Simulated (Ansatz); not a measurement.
**Structure relaxation of Zn3Se**

The calculation used DFT PBE, scalar-relativistic, plane waves, PAW in Ansatz 0.2.0. Cutoff 420 eV, Γ-centred k mesh, Gaussian smearing, no spin polarisation in the final step.

The start puts Zn3Se on the anti-ReO3 structure type (Pm-3m, No. 221), with Se in place of Re, Zn in place of O, at a guessed volume.

```
Zn Se
1.0
     4.41973    0.00000    0.00000
     0.00000    4.41973    0.00000
     0.00000    0.00000    4.41973
Zn Se
3 1
Cartesian
  2.2099 0.0000 0.0000
  0.0000 2.2099 0.0000
  0.0000 0.0000 2.2099
  0.0000 0.0000 0.0000
```

Cell and atoms relax at zero pressure; the relaxation can't lower the symmetry of the start. After a coarse first stage the cell is made exact in the group found at 0.06 Å.

Energies over the elements count from the elements' standard structures at the same level, with no empirical corrections.

Question: Describe the relaxed structure.

Answer: It keeps Pm-3m (No. 221). The result has the ReO3 structure. Conventional cell: a = 5.419 Å. Zn is coordinated by 2 Se at 2.71 Å; Se has 6 Zn at 2.71 Å.

```
Zn Se
1.0
     5.41944    0.00000    0.00000
     0.00000    5.41944    0.00000
     0.00000    0.00000    5.41944
Zn Se
3 1
Direct
  0.50000 0.00000 0.00000
  0.00000 0.50000 0.00000
  0.00000 0.00000 0.50000
  0.00000 0.00000 0.00000
```

Question: What are its volume, energy, density and gap?

Answer: The volume per atom is 39.79 Å³. The density is 2.87 g/cm³. The energy over the elements is 0.59 eV/atom and the gap on the 8×8×8 mesh is 0 eV (a metal).

The final run used a 8×8×8 mesh on its 4-atom cell and 0.10 eV smearing. The k mesh leaves about 4 meV/atom of noise in metals. A structure relaxed within its symmetry needn't be a true minimum. The steps took roughly 2.3 core-minutes in all.